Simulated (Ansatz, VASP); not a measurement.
**One calculation of Zn, two programs**

The input INCAR:

```
SYSTEM = Zn
  PREC = Accurate
  ENCUT = 520
  EDIFF = 1E-6
  ISMEAR = 1
  SIGMA = 0.03
  LREAL = .False.
  LASPH = .True.
  NELM = 80
  ALGO = Normal
  ISIF = 2
  LWAVE = .False.
  LCHARG = .False.
  NBANDS = 19
```

Contents of KPOINTS:

```
Automatic mesh
0
Gamma
  14 14 7
  0 0 0
```

File POSCAR:

```
Zn
1.0
    2.5709734941      0.0000000000      0.0000000000
   -1.2854867470      2.2265283583      0.0000000000
    0.0000000000      0.0000000000      4.7361908757
Zn
2
Direct
    0.3333333333      0.6666666667      0.2500000000
    0.6666666667      0.3333333333      0.7500000000
```

Input for Ansatz:

```yaml
crystal:
  lattice:
    - [2.5709734941, 0.0, 0.0]
    - [-1.285486747, 2.2265283583, 0.0]
    - [0.0, 0.0, 4.7361908757]
  atoms:
    - { symbol: Zn, position: [0.3333333333, 0.6666666667, 0.25] }
    - { symbol: Zn, position: [0.6666666667, 0.3333333333, 0.75] }
hamiltonian:
  xc: lda
  pseudopotentials:
    kind: paw
    azcp:
      Zn: "pseudopotentials/Zn.paw.azcp"
basis:
  ecutwfc: 420
  fft_grid_basis: typed
kpoints:
  mp_grid: { grid: [14, 14, 7], shift: [0, 0, 0] }
magnetization:
  spin_polarized: false
scf:
  occupations: { method: cold, width: 0.03 }
  lower_state_search: "off"
output:
  stress: true
```

Alike in both runs: task single point; functional LDA; k mesh 14 × 14 × 7; no spin polarisation.

|  | VASP | Ansatz |
| --- | --- | --- |
| version | VASP 6.6.1 | Ansatz 0.2.0 |
| potentials or method | VASP PAW LDA potentials, release 64 (Zn) | plane waves (420 eV) with PAW, scalar-relativistic |
| plane-wave cutoff (eV) | 520 | 420 |
| occupations | methfessel-paxton of order 1, width 0.03 eV | cold, width 0.03 eV |
| valence electrons in the cell | 24 | 24 |

Ansatz gave:

* pressure (GPa): 0.0
* largest component of the traceless stress (GPa): 1.89

**Question.** What did VASP give for the same quantities?

**Answer.** Pressure (GPa): 0.7; largest component of the traceless stress (GPa): 1.95.

Ansatz warned: «pseudo_functional_mismatch».
